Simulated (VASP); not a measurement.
LiCl: relaxation of cell and atoms with r2SCAN+rVV10

The system is LiCl.

```
CELL_PARAMETERS angstrom
0.00000 2.54212 2.54212
2.54212 0.00000 2.54212
2.54212 2.54212 0.00000
ATOMIC_POSITIONS crystal
Li 0.00000 0.00000 0.00000
Cl 0.50000 0.50000 0.50000
```

The cell is a database's computed one.

```yaml
Program: VASP 6.6.1
Task: relaxation of cell and atoms
Functional: r2SCAN
Dispersion: rVV10
Potentials_or_basis: VASP PAW PBE potentials, release 64 (Li_sv, Cl)
Cutoff: 600 eV
k_mesh: 8 × 8 × 8
Occupations: gaussian, width 0.02 eV
Spin: no spin polarisation
Further_INCAR_settings: ALGO = Normal; EDIFF = 1e-07; IBRION = 2; EDIFFG = -0.005; NSW = 90; ISIF = 3
```

```json
{
  "Relaxed volume": "16.15 Å³/atom",
  "Relaxed cell": "a = 3.575 Å, b = 3.575 Å, c = 3.575 Å, α = 60.00°, β = 60.00°, γ = 60.00°",
  "Space group after relaxing (to 0.05 Å)": "Fm-3m (No. 225)",
  "Energy gained by relaxing": "0.6 meV/atom",
  "Ionic steps": "4",
  "Pressure after relaxing": "0.0 GPa",
  "Band gap on the k mesh": "7.52 eV, direct"
}
```

Step by step:
```tsv
step	energy change (eV)	largest force (eV/Å)	pressure (GPa)	volume (Å³)
1	0.0000	0.0000	-0.60	32.86
2	-0.0009	0.0000	-0.27	32.56
3	-0.0011	0.0000	-0.18	32.48
4	-0.0013	0.0000	0.02	32.31
```

Final structure:
```
Li Cl
1.0
     0.00000    2.52788    2.52788
     2.52788    0.00000    2.52788
     2.52788    2.52788    0.00000
Li Cl
1 1
Direct
  0.00000 0.00000 0.00000
  0.50000 0.50000 0.50000
```

Levels at points of the mesh, in eV from the valence-band top:
```csv
k point,band 1,band 2,band 3,band 4,band 5,band 6,band 7,band 8,band 9
"(0.00, 0.00, 0.00)",-44.70,-14.15,0.00,0.00,0.00,7.52,12.66,12.66,12.66
"(0.50, 0.00, 0.00)",-44.70,-13.50,-3.04,-0.30,-0.30,7.52,10.29,10.29,14.64
"(0.50, 0.50, 0.00)",-44.70,-13.22,-3.16,-1.22,-1.22,8.80,8.84,13.92,15.73
```

Run time: 4.4 min on 1 thread of Intel(R) Xeon(R) 6975P-C (Granite Rapids), with other jobs on the host, peak memory 0.27 GiB.

Caveat: the cutoff is under 1.25 times the usual one of these potentials, so pressure, stress and relaxed cells hold a basis-set (Pulay) error; the PAW data sets were made with another functional, which shifts forces and pressure a little. A k mesh can miss the band edges.
